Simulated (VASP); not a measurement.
# Si (Fd-3m) in VASP: further runs

The runs below take Si through relaxation of cell and atoms, with PBE.

Program: VASP 6.6.1. These are calculated values, not measurements. Logs are shortened: lines on timing, memory, paths and dates and some standing lists are left out, and cuts for length are marked.

**1. Starting point**

The structure is cubic, space group Fd-3m (No. 227). Conventional cell: a = 5.427 Å, b = 5.427 Å, c = 5.427 Å, α = 90.00°, β = 90.00°, γ = 90.00°. Around Si (site symmetry -43m) lie 4 Si at 2.35 Å.

**2. Relaxation of cell and atoms, PBE**

Input file INCAR:

```
SYSTEM = Si
ALGO = Normal
EDIFF = 1E-7
EDIFFG = -0.002
ENCUT = 520
GGA = PE
IBRION = 2
ISIF = 3
ISMEAR = 0
LASPH = .TRUE.
LCHARG = .FALSE.
LREAL = .FALSE.
LWAVE = .FALSE.
NELM = 100
NSW = 80
PREC = Accurate
SIGMA = 1.0
```

Input file KPOINTS:

```
k-points
0
G
  10 10 10
  0 0 0
```

Input file POSCAR:

```
Si
1.0
    0.0000000000      2.7135600000      2.7135600000
    2.7135600000      0.0000000000      2.7135600000
    2.7135600000      2.7135600000      0.0000000000
Si
2
Direct
    0.7500000000      0.7500000000      0.7500000000
    0.5000000000      0.5000000000      0.5000000000
```

Potentials or basis: VASP PAW PBE potentials, release 64 (Si).

Started as:

```bash
cat potpaw_PBE.64/Si/POTCAR > POTCAR
mpirun -np 1 vasp_std > vasp.out
```

OUTCAR:

```text
SYSTEM = Si
   EDIFF = 1E-7
   EDIFFG = -0.002
   ENCUT = 520
   GGA = PE
   IBRION = 2
   ISIF = 3
   ISMEAR = 0
   LASPH = .TRUE.
   LREAL = .FALSE.
   NELM = 100
   NSW = 80
   PREC = Accurate

 ion  position               nearest neighbor table
   1  0.750  0.750  0.750-   2 2.35   2 2.35   2 2.35   2 2.35
   2  0.500  0.500  0.500-   1 2.35   1 2.35   1 2.35   1 2.35

  LATTYP: Found a face centered cubic cell.
 ALAT       =     5.4271200000

  Lattice vectors:

 A1 = (   0.0000000000,   2.7135600000,   2.7135600000)
 A2 = (   2.7135600000,   0.0000000000,   2.7135600000)
 A3 = (   2.7135600000,   2.7135600000,   0.0000000000)

Analysis of symmetry for initial positions (statically):
=====================================================================
 Subroutine PRICEL returns:
 Original cell was already a primitive cell.

 Routine SETGRP: Setting up the symmetry group for a
 face centered cubic supercell.

 Subroutine GETGRP returns: Found 48 space group operations
 (whereof 24 operations were pure point group operations)
 out of a pool of 48 trial point group operations.

The static configuration has the point symmetry T_d .
 The point group associated with its full space group is O_h .

Analysis of symmetry for dynamics (positions and initial velocities):
=====================================================================
 Subroutine PRICEL returns:
 Original cell was already a primitive cell.

 Routine SETGRP: Setting up the symmetry group for a
 face centered cubic supercell.

 Subroutine GETGRP returns: Found 48 space group operations
 (whereof 24 operations were pure point group operations)
 out of a pool of 48 trial point group operations.

The dynamic configuration has the point symmetry T_d .
 The point group associated with its full space group is O_h .

 Subroutine INISYM returns: Found 48 space group operations
 (whereof 24 operations are pure point group operations),
 and found     1 'primitive' translations

----------------------------------------------------------------------------------------

                                     Primitive cell

  volume of cell :      39.9621

  direct lattice vectors                    reciprocal lattice vectors
     0.000000000  2.713560000  2.713560000    -0.184259792  0.184259792  0.184259792
     2.713560000  0.000000000  2.713560000     0.184259792 -0.184259792  0.184259792
     2.713560000  2.713560000  0.000000000     0.184259792  0.184259792 -0.184259792

  length of vectors
[... 100 lines left out ...]
   IMIX   =      4    mixing-type and parameters
     AMIX     =   0.40;   BMIX     =  1.00
     AMIX_MAG =   1.60;   BMIX_MAG =  1.00
  volume/ion in A,a.u.               =      19.98       134.84
  Fermi-wavevector in a.u.,A,eV,Ry     =   0.957684  1.809760 12.478691  0.917158
  Thomas-Fermi vector in A             =   2.086724
   LORBIT       =      0    0 simple, 1 ext, 2 COOP (PROOUT), +10 PAW based schemes
   GGA     = PE    functional components
   LHFCALC =     F    Hartree Fock is set to
   AEXX    =    0.0000 exact exchange contribution
   IVDW    =     0    specifies the selected vdW correction
   LEPSILON=     F    determine dielectric tensor
   LRPA    =     F    only Hartree local field effects (RPA)
 conjugate gradient relaxation of ions
 non-spin polarized calculation
 Gauss-broadening in eV      SIGMA  =   1.00
  energy-cutoff  :      520.00
  volume of cell :       39.96
 maximum number of plane-waves:      1091
 NGX is ok and might be reduce to    30
   NGX = 15   NGY = 15   NGZ = 15

--------------------------------------- Ionic step        1  -------------------------------------------

 number of electron       8.0000000 magnetization

 Free energy of the ion-electron system (eV)
  ---------------------------------------------------
  ext. energy  EPLUGINS =         0.00000000
  ---------------------------------------------------
  free energy    TOTEN  =       -10.87819695 eV

  energy without entropy =      -10.75305576  energy(sigma->0) =      -10.81562635

------------------------ aborting loop because EDIFF is reached ----------------------------------------

  FORCE on cell =-STRESS in cart. coord.  units (eV):
  Direction    XX          YY          ZZ          XY          YZ          ZX
  --------------------------------------------------------------------------------------
  -------------------------------------------------------------------------------------
  Total        0.4942515      0.4942515      0.4942515      0.0000000      0.0000000     -0.0000000
  in kB       19.8157398     19.8157398     19.8157398      0.0000000      0.0000000     -0.0000000
  external PRESSURE =      19.8157398 kB  Pullay stress =       0.0000000 kB
[... 59 lines left out ...]
--------------------------------------- Ionic step        3  -------------------------------------------

 number of electron       8.0000001 magnetization

 Free energy of the ion-electron system (eV)
  ---------------------------------------------------
  ext. energy  EPLUGINS =         0.00000000
  ---------------------------------------------------
  free energy    TOTEN  =       -10.88343873 eV

  energy without entropy =      -10.75803414  energy(sigma->0) =      -10.82073643

 E-fermi :   5.8891     XC(G=0):  -9.3467

 val. band max:        5.6071724509   @ k =   0.0000   0.0000   0.0000
 cond. band min:       6.2320454964   @ k =   0.4000   0.4000   0.0000
 fundamental gap:      0.6248730455
 Fermi energy:         5.8890546840

 k-point     1 :       0.0000    0.0000    0.0000
  band No.  band energies     occupation
      1      -6.2128      2.00000
      2       5.6072      1.30984
      3       5.6072      1.30984
      4       5.6072      1.30984
      5       8.1746      0.00123
      6       8.1746      0.00123
      7       8.1746      0.00123
      8       8.7557      0.00005
[... 243 lines left out ...]
 k-point    24 :       0.4000    0.3000    0.0000
  band No.  band energies     occupation
      1      -4.0884      2.00000
      2       0.2143      2.00000
      3       2.8154      1.99999
      4       3.2250      1.99984
      5       6.6914      0.25650
      6       7.8814      0.00484
      7      12.4735      0.00000
      8      12.6143      0.00000

 [... further k-points ...]

------------------------ aborting loop because EDIFF is reached ----------------------------------------

  FORCE on cell =-STRESS in cart. coord.  units (eV):
  Direction    XX          YY          ZZ          XY          YZ          ZX
  --------------------------------------------------------------------------------------
  -------------------------------------------------------------------------------------
  Total        0.0013677      0.0013677      0.0013677      0.0000000      0.0000000     -0.0000000
  in kB        0.0536719      0.0536719      0.0536719      0.0000000      0.0000000     -0.0000000
  external PRESSURE =       0.0536719 kB  Pullay stress =       0.0000000 kB
[... 17 lines left out ...]
  FREE ENERGIE OF THE ION-ELECTRON SYSTEM (eV)
  ---------------------------------------------------
  free  energy   TOTEN  =       -10.8834387273 eV

  energy  without entropy=      -10.7580341376  energy(sigma->0) =      -10.82073643

 reached required accuracy - stopping structural energy minimisation
```

OSZICAR:

```text
N       E                     dE             d eps       ncg     rms          rms(c)
DAV:   1     0.891468328304E+01    0.89147E+01   -0.34229E+03   752   0.807E+02
DAV:   2    -0.107991383306E+02   -0.19714E+02   -0.19307E+02  1184   0.852E+01
DAV:   3    -0.110472217827E+02   -0.24808E+00   -0.24792E+00   960   0.125E+01
[... 24 lines left out ...]
DAV:   3    -0.108834357145E+02    0.37357E-03   -0.79894E-04   864   0.144E-01    0.383E-02
DAV:   4    -0.108834366536E+02   -0.93919E-06   -0.81619E-06  1040   0.261E-02    0.337E-02
DAV:   5    -0.108834388766E+02   -0.22230E-05   -0.17365E-06   896   0.101E-02    0.703E-03
DAV:   6    -0.108834387242E+02    0.15242E-06   -0.20321E-08   704   0.141E-03    0.306E-03
DAV:   7    -0.108834387273E+02   -0.31387E-08   -0.26883E-08   464   0.139E-03
   3 F= -.10883439E+02 E0= -.10820736E+02  d E =-.524177E-02
```

CONTCAR:

```text
Si
   1.00000000000000
     0.0000000000000000    2.7330205664682636    2.7330205664682636
     2.7330205664682636    0.0000000000000000    2.7330205664682636
     2.7330205664682636    2.7330205664682636   -0.0000000000000000
  Si
     2
Direct
     0.7500000000000000    0.7500000000000000    0.7500000000000000
     0.5000000000000000    0.5000000000000000    0.5000000000000000

  0.00000000E+00  0.00000000E+00  0.00000000E+00
  0.00000000E+00  0.00000000E+00  0.00000000E+00
```

It took 16 s on 1 thread of Intel Xeon 6975P-C (Granite Rapids), shared host; peak memory 0.15 GiB.

Results:

- Free energy: -10.8834 eV
- Relaxed volume: 20.41 Å³/atom
- Relaxed cell: a = 3.865 Å, b = 3.865 Å, c = 3.865 Å, α = 60.00°, β = 60.00°, γ = 60.00°
- Space group after relaxing (to 0.05 Å): Fd-3m (No. 227)
- Energy gained by relaxing: 2.6 meV/atom
- Ionic steps: 3
- Pressure after relaxing: 0.0 GPa
- Band gap on the k mesh: 0.62 eV, indirect (least direct gap 2.57 eV)

Step by step:
```
step  energy change (eV)  largest force (eV/Å)  pressure (GPa)  volume (Å³)
   1              0.0000                0.0000            1.98        39.96
   2             -0.0030                0.0000           -1.20        41.41
   3             -0.0052                0.0000            0.01        40.83
```

Final structure:
```cif
data_structure
_symmetry_space_group_name_H-M 'P 1'
_symmetry_Int_Tables_number 1
_cell_length_a 3.8651
_cell_length_b 3.8651
_cell_length_c 3.8651
_cell_angle_alpha 60.000
_cell_angle_beta 60.000
_cell_angle_gamma 60.000
_cell_volume 40.83
loop_
_atom_site_label
_atom_site_type_symbol
_atom_site_fract_x
_atom_site_fract_y
_atom_site_fract_z
_atom_site_occupancy
Si1 Si 0.75000 0.75000 0.75000 1
Si2 Si 0.50000 0.50000 0.50000 1
```

Levels at points of the mesh, in eV from the valence-band top:
```tsv
k point	band 1	band 2	band 3	band 4	band 5	band 6	band 7	band 8
(0.00, 0.00, 0.00)	-11.82	0.00	0.00	0.00	2.57	2.57	2.57	3.15
(0.50, 0.00, 0.00)	-9.54	-6.87	-1.18	-1.18	1.48	3.36	3.36	7.71
(0.50, 0.50, 0.00)	-7.75	-7.75	-2.79	-2.79	0.76	0.76	9.95	9.95
```

A k mesh can miss the band edges. Zero-point motion and thermal expansion aren't in these numbers.

**3. Relaxation of cell and atoms, PBE**

This run uses another cell than the first one, of 20.41 Å³/atom, 1.022 times its volume.

INCAR is that of step 2.

KPOINTS is that of step 2.

Input file POSCAR:

```
Si                                      
1.0
    0.0000000000      2.7330205665      2.7330205665
    2.7330205665      0.0000000000      2.7330205665
    2.7330205665      2.7330205665     -0.0000000000
  Si            
     2
Direct
     0.7500000000000000    0.7500000000000000    0.7500000000000000
     0.5000000000000000    0.5000000000000000    0.5000000000000000
```

Potentials or basis: VASP PAW PBE potentials, release 64 (Si).

Started as:

```bash
cat potpaw_PBE.64/Si/POTCAR > POTCAR
mpirun -np 1 vasp_std > vasp.out
```

OUTCAR:

```text
SYSTEM = Si
   EDIFF = 1E-7
   EDIFFG = -0.002
   ENCUT = 520
   GGA = PE
   IBRION = 2
   ISIF = 3
   ISMEAR = 0
   LASPH = .TRUE.
   LREAL = .FALSE.
   NELM = 100
   NSW = 80
   PREC = Accurate

 ion  position               nearest neighbor table
   1  0.750  0.750  0.750-   2 2.37   2 2.37   2 2.37   2 2.37
   2  0.500  0.500  0.500-   1 2.37   1 2.37   1 2.37   1 2.37

  LATTYP: Found a face centered cubic cell.
 ALAT       =     5.4660411330

  Lattice vectors:

 A1 = (   0.0000000000,   2.7330205665,   2.7330205665)
 A2 = (   2.7330205665,   0.0000000000,   2.7330205665)
 A3 = (   2.7330205665,   2.7330205665,   0.0000000000)

Analysis of symmetry for initial positions (statically):
=====================================================================
 Subroutine PRICEL returns:
 Original cell was already a primitive cell.

 Routine SETGRP: Setting up the symmetry group for a
 face centered cubic supercell.

 Subroutine GETGRP returns: Found 48 space group operations
 (whereof 24 operations were pure point group operations)
 out of a pool of 48 trial point group operations.

The static configuration has the point symmetry T_d .
 The point group associated with its full space group is O_h .

Analysis of symmetry for dynamics (positions and initial velocities):
=====================================================================
 Subroutine PRICEL returns:
 Original cell was already a primitive cell.

 Routine SETGRP: Setting up the symmetry group for a
 face centered cubic supercell.

 Subroutine GETGRP returns: Found 48 space group operations
 (whereof 24 operations were pure point group operations)
 out of a pool of 48 trial point group operations.

The dynamic configuration has the point symmetry T_d .
 The point group associated with its full space group is O_h .

 Subroutine INISYM returns: Found 48 space group operations
 (whereof 24 operations are pure point group operations),
 and found     1 'primitive' translations

[... 119 lines left out ...]
   GGA     = PE    functional components
   LHFCALC =     F    Hartree Fock is set to
   AEXX    =    0.0000 exact exchange contribution
   IVDW    =     0    specifies the selected vdW correction
   LEPSILON=     F    determine dielectric tensor
   LRPA    =     F    only Hartree local field effects (RPA)
 conjugate gradient relaxation of ions
 non-spin polarized calculation
 Gauss-broadening in eV      SIGMA  =   1.00
  energy-cutoff  :      520.00
  volume of cell :       40.83
 maximum number of plane-waves:      1113
 NGX is ok and might be reduce to    30
   NGX = 15   NGY = 15   NGZ = 15

 number of electron       8.0000001 magnetization

 Free energy of the ion-electron system (eV)
  ---------------------------------------------------
  ext. energy  EPLUGINS =         0.00000000
  ---------------------------------------------------
  free energy    TOTEN  =       -10.88351168 eV

  energy without entropy =      -10.75810563  energy(sigma->0) =      -10.82080866

 E-fermi :   5.8891     XC(G=0):  -9.3467

 val. band max:        5.6072004259   @ k =   0.0000   0.0000   0.0000
 cond. band min:       6.2320493362   @ k =   0.4000   0.4000   0.0000
 fundamental gap:      0.6248489103
 Fermi energy:         5.8890647529

 k-point     1 :       0.0000    0.0000    0.0000
  band No.  band energies     occupation
      1      -6.2128      2.00000
      2       5.6072      1.30982
      3       5.6072      1.30982
      4       5.6072      1.30982
      5       8.1746      0.00123
      6       8.1746      0.00123
      7       8.1746      0.00123
      8       8.7558      0.00005
[... 243 lines left out ...]
 k-point    24 :       0.4000    0.3000    0.0000
  band No.  band energies     occupation
      1      -4.0883      2.00000
      2       0.2143      2.00000
      3       2.8154      1.99999
      4       3.2250      1.99984
      5       6.6914      0.25650
      6       7.8815      0.00484
      7      12.4735      0.00000
      8      12.6143      0.00000

 [... further k-points ...]

------------------------ aborting loop because EDIFF is reached ----------------------------------------

  FORCE on cell =-STRESS in cart. coord.  units (eV):
  Direction    XX          YY          ZZ          XY          YZ          ZX
  --------------------------------------------------------------------------------------
  -------------------------------------------------------------------------------------
  Total        0.0013317      0.0013317      0.0013317      0.0000000      0.0000000     -0.0000000
  in kB        0.0522584      0.0522584      0.0522584      0.0000000      0.0000000     -0.0000000
  external PRESSURE =       0.0522584 kB  Pullay stress =       0.0000000 kB

 VOLUME and BASIS-vectors are now :
 -----------------------------------------------------------------------------
  energy-cutoff  :      520.00
  volume of cell :       40.83
      direct lattice vectors                 reciprocal lattice vectors
     0.000000000  2.733020567  2.733020567    -0.182947763  0.182947763  0.182947763
     2.733020567  0.000000000  2.733020567     0.182947763 -0.182947763  0.182947763
     2.733020567  2.733020567  0.000000000     0.182947763  0.182947763 -0.182947763

 POSITION                                       TOTAL-FORCE (eV/Angst)
 -----------------------------------------------------------------------------------
      4.09953      4.09953      4.09953         0.000000      0.000000      0.000000
      2.73302      2.73302      2.73302        -0.000000     -0.000000     -0.000000
 -----------------------------------------------------------------------------------
    total drift:                                0.000000     -0.000000     -0.000000

  FREE ENERGIE OF THE ION-ELECTRON SYSTEM (eV)
  ---------------------------------------------------
  free  energy   TOTEN  =       -10.8835116819 eV

  energy  without entropy=      -10.7581056325  energy(sigma->0) =      -10.82080866

 reached required accuracy - stopping structural energy minimisation
```

It took 7.8 s on 1 thread of Intel Xeon 6975P-C (Granite Rapids), shared host; peak memory 0.16 GiB.

Results:

```yaml
Free_energy: -10.8835 eV
Pressure_after_relaxing: 0.0 GPa
Band_gap_on_the_k_mesh: 0.62 eV, indirect (least direct gap 2.57 eV)
```

Final structure:
```cif
data_structure
_symmetry_space_group_name_H-M 'P 1'
_symmetry_Int_Tables_number 1
_cell_length_a 3.8651
_cell_length_b 3.8651
_cell_length_c 3.8651
_cell_angle_alpha 60.000
_cell_angle_beta 60.000
_cell_angle_gamma 60.000
_cell_volume 40.83
loop_
_atom_site_label
_atom_site_type_symbol
_atom_site_fract_x
_atom_site_fract_y
_atom_site_fract_z
_atom_site_occupancy
Si1 Si 0.75000 0.75000 0.75000 1
Si2 Si 0.50000 0.50000 0.50000 1
```

Caveat: the relaxation stopped at its first step, so nothing moved. Expect the measured gap to be larger: semilocal functionals such as PBE lack the derivative discontinuity.
